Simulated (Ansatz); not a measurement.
# Sr (beta tin type): how the settings move a relaxation

Aim: see which settings change the result for Sr (beta tin type), by how much, and at what cost.

Program: Ansatz 0.2.0. Level of theory: reference: DFT, PBE, PAW with Ansatz's default frozen-core files, scalar-relativistic. These are calculated values, not measurements.

## Step 1: The starting structure

Symmetry: I4_1/amd, No. 141, tetragonal system. Conventional cell: a = 7.266 Å, b = 7.266 Å, c = 3.905 Å, α = 90.00°, β = 90.00°, γ = 90.00°. Sr (site symmetry -4m2) has 6 Sr at 3.76 to 3.91 Å as nearest neighbours.

Structure file:

```cif
data_structure
_symmetry_space_group_name_H-M 'I4_1/amd:1'
_symmetry_Int_Tables_number 141
_cell_length_a 7.2659
_cell_length_b 7.2659
_cell_length_c 3.9050
_cell_angle_alpha 90.000
_cell_angle_beta 90.000
_cell_angle_gamma 90.000
_cell_volume 206.16
loop_
_atom_site_label
_atom_site_type_symbol
_atom_site_symmetry_multiplicity
_atom_site_Wyckoff_symbol
_atom_site_fract_x
_atom_site_fract_y
_atom_site_fract_z
_atom_site_occupancy
Sr1 Sr 4 b 0.00000 0.00000 0.50000 1
```

## Step 2: Reference

Input file input.yaml:

```yaml
crystal:
  lattice:
    - [-3.6329490066, 3.6329490066, 1.9525113973]
    - [3.6329490066, -3.6329490066, 1.9525113973]
    - [3.6329490066, 3.6329490066, -1.9525113973]
  atoms:
    - { symbol: Sr, position: [-0.375, -0.125, -0.25] }
    - { symbol: Sr, position: [0.375, 0.125, 0.25] }
kpoints:
  mp_grid: { grid: [12, 12, 12] }
scf:
  occupations: { method: fermi_dirac, width: 0.1 }
hamiltonian:
  xc: pbe
  pseudopotentials: { kind: paw }
output:
  forces: true
  stress: true
  write_density: true
  write_potential: true
  elf: true
  volumetric_format: npy
relax:
  f_tol: 0.005
  max_steps: 30
  cell: { stress_tol: 0.04, fix: [volume] }
```

The run is started by

```bash
$ ansatz run input.yaml --threads 1 --pin off --max-ram 2048MiB --backend cpu --events-out ev --progress --plain --runs-dir out
```

## Step 3: Variant: mp_grid.shift [0.5, 0.5, 0.5]

input.yaml, as its differences from that of step 2:

```diff
@@ -9,3 +9,3 @@
 kpoints:
-  mp_grid: { grid: [12, 12, 12] }
+  mp_grid: { grid: [12, 12, 12], shift: [0.5, 0.5, 0.5] }
 scf:
@@ -18,6 +18,2 @@
   stress: true
-  write_density: true
-  write_potential: true
-  elf: true
-  volumetric_format: npy
 relax:
```

What does the calculation give? Wanted: for each run, ending; energy change; pressure; gap; force.

As calculated:

```
                             run     ending  energy change  pressure (GPa)  gap (eV)  force (eV/Å)  cycles  time
                       reference  converged              0             0.8      0.00          0.00      18  48 s
1: mp_grid.shift [0.5, 0.5, 0.5]  converged   0.0 meV/atom             0.8      0.00          0.00      18  41 s
```

Times don't compare one to one where runs were asked for different outputs or read a saved state (see the inputs); cycles may leave out searches for a lower state.

What this shows: Changing the k-point mesh hardly moves the energy: 0.0 meV/atom.
